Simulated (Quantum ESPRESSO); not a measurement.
**BN under changes of volume**

One of the cells (5.959 Å³/atom); the others are scaled copies at fixed shape and fractional positions:

```
CELL_PARAMETERS angstrom
0.00000 1.81300 1.81300
1.81300 0.00000 1.81300
1.81300 1.81300 0.00000
ATOMIC_POSITIONS crystal
N 0.25000 0.25000 0.25000
B 0.00000 0.00000 0.00000
```

The cell is a database's computed one.

| Item | Value |
| --- | --- |
| Program | Quantum ESPRESSO 7.5 |
| Functional | PBE |
| Potentials or basis | SSSP 1.3 efficiency PBE |
| Cutoff | 816 eV |
| Density cutoff | 6531 eV |
| k mesh | 13 × 13 × 13 |
| Occupations | fermi-dirac, width 0.05 eV |
| Spin | no spin polarisation |

```tsv
volume (Å³/atom)	energy over the lowest point (meV/atom)	pressure (GPa)	gap on the mesh (eV)
5.602	?	?	?
5.721	9.81	14.4	4.59
5.840	1.91	5.9	4.57
5.959	0.00	-1.8	4.54
6.078	3.58	-8.8	4.52
6.198	12.12	-15.1	4.50
6.317	25.19	-20.9	4.47
```

**Question.** What does the run at 5.602 Å³/atom give?

**Answer.** Energy over the lowest point 24.29 meV/atom; pressure 23.7 GPa; gap on the mesh 4.62 eV.

Worked out: A Birch-Murnaghan fit of order 3 (a polynomial in V^(-2/3)) to the other rows has its minimum at 5.94 Å³/atom with B0 = V·E''(V) = 372 GPa and B' = 3.7. It gives 24.30 meV/atom at 5.602 Å³/atom, against the run's 24.29, and -dE/dV = 24.2 GPa, against 23.7. A straight line through the other rows of the gap, of slope -1.2 eV per unit of ln V, extrapolates to 4.62 eV, against the run's 4.62.

Energies are extrapolated to zero smearing.

Caveats: an odd mesh through Γ misses points on the zone boundary, where band edges often lie.
